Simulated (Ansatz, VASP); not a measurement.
**One calculation of BP, two programs**

Contents of INCAR:

```
SYSTEM = BP
PREC = Accurate
ENCUT = 520
EDIFF = 1E-8
ISMEAR = -1
SIGMA = 0.08
LREAL = .FALSE.
LASPH = .TRUE.
NELM = 60
ALGO = Normal
ISIF = 2
LWAVE = .FALSE.
LCHARG = .FALSE.
LEFG = .TRUE.
NBANDS = 11
```

The input KPOINTS:

```
regular mesh
0
G
  12 12 12
  0 0 0
```

File POSCAR:

```
BP
1.0
    0.0000000000      2.2226808807      2.2226808807
    2.2226808807      0.0000000000      2.2226808807
    2.2226808807      2.2226808807      0.0000000000
B P
1 1
Direct
    0.0000000000      0.0000000000      0.0000000000
    0.7500000000      0.7500000000      0.7500000000
```

Input for Ansatz:

```yaml
crystal:
  lattice:
    - [0.0, 2.2226808807, 2.2226808807]
    - [2.2226808807, 0.0, 2.2226808807]
    - [2.2226808807, 2.2226808807, 0.0]
  atoms:
    - { symbol: B, position: [0.0, 0.0, 0.0] }
    - { symbol: P, position: [0.75, 0.75, 0.75] }
kpoints:
  mp_grid: { grid: [12, 12, 12] }
scf:
  occupations: { method: fermi_dirac, width: 0.08 }
hamiltonian:
  xc: lda
  pseudopotentials: { kind: all_electron, datasets: crystal }
output:
  forces: true
  stress: true
  eigenvalues: true
  efg: { contact_densities: true }
```

Change from the starting cell: volume scaled by 0.94, crystal datasets.

Alike in both runs: task electric field gradients; functional LDA; k mesh 12 × 12 × 12; occupations fermi-dirac, width 0.08 eV; no spin polarisation.

|  | VASP | Ansatz |
| --- | --- | --- |
| version | VASP 6.6.1 | Ansatz 0.2.0 |
| potentials or method | VASP PAW LDA potentials, release 64 (B, P) | all-electron PAW with datasets made for the crystal, scalar-relativistic |
| plane-wave cutoff (eV) | 520 | see its input |

VASP gave:

- pressure (GPa): 5.5
- Vzz of the field gradient on the site that differs most (V/Å²): 0.0

Problem. Estimate Ansatz's values.

Solution. Pressure (GPa): 5.6; Vzz of the field gradient on the site that differs most (V/Å²): 0.0.

Ansatz ran all-electron here, so the differences hold the error of VASP's frozen core and of both bases.

A k mesh can miss the band edges.
